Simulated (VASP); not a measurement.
## KI in VASP 6.6.1, relaxation

INCAR

```
ENCUT = 600
NBANDS = 15
LCHARG = .FALSE.
NSW = 40
EDIFFG = 0.001
LWAVE = .FALSE.
ISIF = 3
LREAL = .FALSE.
ISMEAR = -1
NELM = 73
IBRION = 2
LASPH = .TRUE.
SIGMA = 0.02
GGA = CA
EDIFF = 1E-7
PREC = High
```

KPOINTS

```
KPOINTS created by Atomic Simulation Environment
0
Gamma
6 6 6
0 0 0
```

POSCAR

```
K  I
 1.0000000000000000
     0.0000000000000000    3.5911514308236332    3.5911514308236332
     3.5911514308236332    0.0000000000000000    3.5911514308236332
     3.5911514308236332    3.5911514308236332    0.0000000000000000
 K   I
   1   1
Cartesian
  0.0000000000000000  0.0000000000000000  0.0000000000000000
  3.5911514308236332  3.5911514308236332  3.5911514308236332
```

The recommended LDA PAW datasets give the neutral cell 16 valence electrons.

Command

```
mpirun -np 1 vasp_std
```

OSZICAR

```
N       E                     dE             d eps       ncg     rms          rms(c)
DAV:   1     0.983526715844E+02    0.98353E+02   -0.69355E+03   480   0.101E+03
DAV:   2     0.340090428614E+00   -0.98013E+02   -0.91060E+02   613   0.235E+02
DAV:   3    -0.587946182112E+01   -0.62196E+01   -0.61866E+01   671   0.486E+01
DAV:   4    -0.619773784957E+01   -0.31828E+00   -0.31810E+00   820   0.988E+00
DAV:   5    -0.619930626104E+01   -0.15684E-02   -0.15684E-02   670   0.777E-01    0.292E+00
DAV:   6    -0.610502535959E+01    0.94281E-01   -0.88602E-02   613   0.183E+00    0.206E+00
DAV:   7    -0.608725276602E+01    0.17773E-01   -0.82973E-02   599   0.150E+00    0.831E-01
DAV:   8    -0.608802128479E+01   -0.76852E-03   -0.12006E-02   614   0.768E-01    0.257E-01
DAV:   9    -0.608788325421E+01    0.13803E-03   -0.32750E-04   634   0.110E-01    0.165E-01
DAV:  10    -0.608796048757E+01   -0.77233E-04   -0.78355E-04   634   0.121E-01    0.180E-01
...
DAV:   1    -0.669523481396E+01   -0.55264E+00   -0.11158E+01   676   0.289E+01    0.426E+00
DAV:   2    -0.627420679428E+01    0.42103E+00   -0.91773E-01   525   0.813E+00    0.180E+00
DAV:   3    -0.616334920461E+01    0.11086E+00   -0.41261E-01   890   0.457E+00    0.141E+00
DAV:   4    -0.616483282980E+01   -0.14836E-02   -0.60845E-03   579   0.699E-01    0.834E-01
DAV:   5    -0.616616256815E+01   -0.13297E-02   -0.50500E-03   698   0.239E-01    0.129E-01
DAV:   6    -0.616631125609E+01   -0.14869E-03   -0.18993E-04   856   0.714E-02    0.706E-02
DAV:   7    -0.616635321415E+01   -0.41958E-04   -0.25656E-05   734   0.350E-02    0.643E-03
DAV:   8    -0.616635333388E+01   -0.11973E-06   -0.10832E-06   677   0.742E-03    0.294E-03
DAV:   9    -0.616635333849E+01   -0.46095E-08   -0.63875E-08   529   0.227E-03
   3 F= -.61663533E+01 E0= -.61663533E+01  d E =-.784729E-01
```

From OUTCAR

```
k-points           NKPTS =     16   k-points in BZ     NKDIM =     16   number of bands    NBANDS=     15

   NELECT =      16.0000    total number of electrons

   dimension x,y,z NGX =    42 NGY =   42 NGZ =   42
   dimension x,y,z NGXF=    48 NGYF=   48 NGZF=   48

  energy-cutoff  :      600.00
  volume of cell :       80.18
      direct lattice vectors                 reciprocal lattice vectors
     0.000000000  3.422554425  3.422554425    -0.146089715  0.146089715  0.146089715
     3.422554425  0.000000000  3.422554425     0.146089715 -0.146089715  0.146089715
     3.422554425  3.422554425 -0.000000000     0.146089715  0.146089715 -0.146089715

 k-points in reciprocal lattice and weights: KPOINTS created by Atomic Simulation Env
   0.00000000  0.00000000  0.00000000       0.005
   0.16666667  0.00000000  0.00000000       0.037
   0.33333333  0.00000000  0.00000000       0.037
   0.50000000  0.00000000  0.00000000       0.019
   0.16666667  0.16666667  0.00000000       0.028
   0.33333333  0.16666667  0.00000000       0.111
   0.50000000  0.16666667  0.00000000       0.111
  -0.33333333  0.16666667  0.00000000       0.111
   ...

 E-fermi :   0.4130

 k-point     1 :       0.0000    0.0000    0.0000
  band No.  band energies     occupation
      1     -28.0858      2.00000
      2     -11.8263      2.00000
      3     -11.8263      2.00000
      4     -11.8263      2.00000
      5     -10.8192      2.00000
      6      -0.0909      2.00000
      7      -0.0909      2.00000
      8      -0.0909      2.00000
      9       3.7562      0.00000
     10       6.1338      0.00000
     11       6.1338      0.00000
     12       6.1338      0.00000
     13       6.9608      0.00000
     14       6.9608      0.00000
     15       9.4803      0.00000

 k-point     2 :       0.1667    0.0000    0.0000
  band No.  band energies     occupation
      1     -28.0848      2.00000
      2     -11.9177      2.00000
      3     -11.8271      2.00000
      4     -11.8271      2.00000
      5     -10.6846      2.00000
      6      -0.6208      2.00000
      7      -0.2128      2.00000
      8      -0.2128      2.00000
      9       4.4536      0.00000
     10       6.0811      0.00000
     11       6.4555      0.00000
     12       6.4555      0.00000
     13       7.3380      0.00000
     14       7.3380      0.00000
     15      10.4639      0.00000

 k-point     3 :       0.3333    0.0000    0.0000
  band No.  band energies     occupation
      1     -28.0828      2.00000
      2     -12.0583      2.00000
      3     -11.8287      2.00000
      4     -11.8287      2.00000
      5     -10.4539      2.00000
      6      -1.3984      2.00000
      7      -0.4341      2.00000
      8      -0.4341      2.00000
      9       5.1153      0.00000
     10       6.9310      0.00000
     11       7.2528      0.00000
     12       7.2528      0.00000
     13       8.2886      0.00000
     14       8.2886      0.00000
     15       9.7315      0.00000

 ...

  Total       -0.0585078     -0.0585078     -0.0585078      0.0000000      0.0000000     -0.0000000
  in kB       -1.1690775     -1.1690775     -1.1690775      0.0000000      0.0000000     -0.0000000
  external PRESSURE =      -1.1690775 kB  Pullay stress =       0.0000000 kB

 POSITION                                       TOTAL-FORCE (eV/Angst)
 -----------------------------------------------------------------------------------
      0.00000      0.00000      0.00000         0.000000      0.000000      0.000000
      3.42255      3.42255      3.42255        -0.000000     -0.000000     -0.000000
 -----------------------------------------------------------------------------------
    total drift:                                0.000000     -0.000000     -0.000000

  FREE ENERGIE OF THE ION-ELECTRON SYSTEM (eV)
  ---------------------------------------------------
  free  energy   TOTEN  =        -6.1663533385 eV

  energy  without entropy=       -6.1663533385  energy(sigma->0) =       -6.16635334
```

```
ionic step  ΔE (meV/atom)  volume (Å³)  largest force (eV/Å)  pressure (GPa)  electronic steps
         1            0.0        92.63                 0.000           -1.67                13
         2          -27.4        86.30                 0.000           -1.06                 9
         3          -39.2        80.18                 0.000           -0.12                 9
```

It converged. Results: relaxed cell vector lengths 4.840, 4.840, 4.840 Å; relaxed cell volume 80.18 Å³.

 The volume moved far on the plane waves of the start cell, so a restart from CONTCAR is due.

For comparison, a separate LDA relaxation on usual settings, not on those above, ends at 79.50 Å³.

The run above took about 76 s on one core of a shared host (Intel Xeon Platinum 8488C) and held 0.17 GiB at most.
